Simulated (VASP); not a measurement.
# Li (P6_3/mmc) in VASP: a series of runs, part 2 of 2

VASP 6.6.1. The steps go on from the part before.

## (4) Single point, LDA

Input file INCAR:

```
PREC = Accurate ; ENCUT = 520
EDIFF = 1E-7 ; ISMEAR = -1
SIGMA = 0.05 ; LREAL = False
LASPH = True ; NELM = 60
ALGO = Normal ; ISIF = 2
LWAVE = False ; LCHARG = False
NBANDS = 10
```

Input file KPOINTS:

```
regular mesh
0
Gamma
  9 9 5
```

Input file POSCAR:

```
Li
1.0
    3.1110000000      0.0000000000      0.0000000000
   -1.5555000000      2.6942050300      0.0000000000
    0.0000000000      0.0000000000      5.0930000000
Li
2
Direct
    0.3333333333      0.6666666667      0.2500000000
    0.6666666667      0.3333333333      0.7500000000
```

Potentials or basis: VASP PAW LDA potentials, release 64 (Li_sv).

Command:

```
cat potpaw_LDA.64/Li_sv/POTCAR > POTCAR
mpirun -np 1 vasp_std > vasp.out
```

OUTCAR:

```text
PREC = Accurate
   ENCUT = 520
   EDIFF = 1E-7
   ISMEAR = -1
   LREAL = False
   LASPH = True
   NELM = 60
   ISIF = 2

 ion  position               nearest neighbor table
   1  0.333  0.667  0.250-
   2  0.667  0.333  0.750-

  LATTYP: Found a hexagonal cell.
 ALAT       =     3.1110000000
 C/A-ratio  =     1.6370941819

  Lattice vectors:

 A1 = (   3.1110000000,   0.0000000000,   0.0000000000)
 A2 = (  -1.5555000000,   2.6942050300,   0.0000000000)
 A3 = (   0.0000000000,   0.0000000000,   5.0930000000)

Analysis of symmetry for initial positions (statically):
=====================================================================
 Subroutine PRICEL returns:
 Original cell was already a primitive cell.

 Routine SETGRP: Setting up the symmetry group for a
 hexagonal supercell.

 Subroutine GETGRP returns: Found 24 space group operations
 (whereof 12 operations were pure point group operations)
 out of a pool of 24 trial point group operations.

The static configuration has the point symmetry D_3d.
 The point group associated with its full space group is D_6h.

[... 170 lines left out ...]
  band No.  band energies     occupation
      1     -45.2603      2.00000
      2     -45.2443      2.00000
      3      -2.9719      2.00000
      4       0.4425      1.60376
      5       3.2355      0.00000
      6      12.3080      0.00000
      7      12.3080      0.00000
      8      13.6712      0.00000
      9      13.6713      0.00000
     10      14.1286      0.00000
[... 287 lines left out ...]
 k-point    24 :       0.3333    0.3333    0.2000
  band No.  band energies     occupation
      1     -45.2401      2.00000
      2     -45.2401      2.00000
      3       1.9609      0.00000
      4       2.5815      0.00000
      5       2.5815      0.00000
      6       5.2350      0.00000
      7       6.5347      0.00000
      8       6.5347      0.00000
      9      10.3818      0.00000
     10      10.8041      0.00000

 [... further k-points ...]

------------------------ aborting loop because EDIFF is reached ----------------------------------------

  FORCE on cell =-STRESS in cart. coord.  units (eV):
  Direction    XX          YY          ZZ          XY          YZ          ZX
  --------------------------------------------------------------------------------------
  -------------------------------------------------------------------------------------
  Total       -0.4966777     -0.4966777     -0.2436866     -0.0000000     -0.0000000      0.0000000
  in kB      -18.6415012    -18.6415012     -9.1461426     -0.0000000     -0.0000000      0.0000000
  external PRESSURE =     -15.4763817 kB  Pullay stress =       0.0000000 kB

 VOLUME and BASIS-vectors are now :
 -----------------------------------------------------------------------------
  energy-cutoff  :      520.00
  volume of cell :       42.69
      direct lattice vectors                 reciprocal lattice vectors
     3.111000000  0.000000000  0.000000000     0.321440051  0.185583500  0.000000000
    -1.555500000  2.694205030  0.000000000     0.000000000  0.371167001  0.000000000
     0.000000000  0.000000000  5.093000000     0.000000000  0.000000000  0.196347929

 POSITION                                       TOTAL-FORCE (eV/Angst)
 -----------------------------------------------------------------------------------
     -0.00000      1.79614      1.27325        -0.000000     -0.000000      0.000000
      1.55550      0.89807      3.81975         0.000000      0.000000      0.000000
 -----------------------------------------------------------------------------------
    total drift:                               -0.000000      0.000000      0.000000

  FREE ENERGIE OF THE ION-ELECTRON SYSTEM (eV)
  ---------------------------------------------------
  free  energy   TOTEN  =        -4.0817791555 eV

  energy  without entropy=       -4.0750674219  energy(sigma->0) =       -4.07842329
```

stdout:

```text
POSCAR found type information on POSCAR Li
 POSCAR found :  1 types and       2 ions
 scaLAPACK will be used
 LDA part: xc-table for (Slater(with rela. corr.)+CA(PZ))
 , standard interpolation
 POSCAR, INCAR and KPOINTS ok, starting setup
 FFT: planning ... GRIDC
 FFT: planning ... GRID_SOFT
 FFT: planning ... GRID
 WAVECAR not read
 entering main loop
```

Wall time 5.5 s (1 thread of Intel Xeon 6975P-C (Granite Rapids), shared host); peak memory 0.13 GiB.

Results:

```yaml
Free_energy: -4.0818 eV
Band_gap_on_the_k_mesh: none (metal or under the smearing width)
```

Caveat: the cutoff is under 1.25 times the usual one of these potentials, so pressure, stress and relaxed cells hold a basis-set (Pulay) error.

## (5) Summary

| level | potentials or basis | gap on the mesh (eV) |
| --- | --- | --- |
| BLYP | VASP PAW PBE potentials, release 64 (Li_sv) | none |
| PBE | VASP PAW PBE potentials, release 64 (Li_sv) | none |
| LDA | VASP PAW LDA potentials, release 64 (Li_sv) | none |

Alike in all rows: task single point; no spin polarisation; cell as given; k mesh 9 × 9 × 5; cutoff (eV) 520; smearing fermi-dirac 0.05 eV.

Caveats: the cutoff is under 1.25 times the usual one of these potentials, so pressure, stress and relaxed cells hold a basis-set (Pulay) error; the PAW data sets were made with another functional, which shifts forces and pressure a little (some runs).

Absolute energies hang on the potentials; compare differences alone.
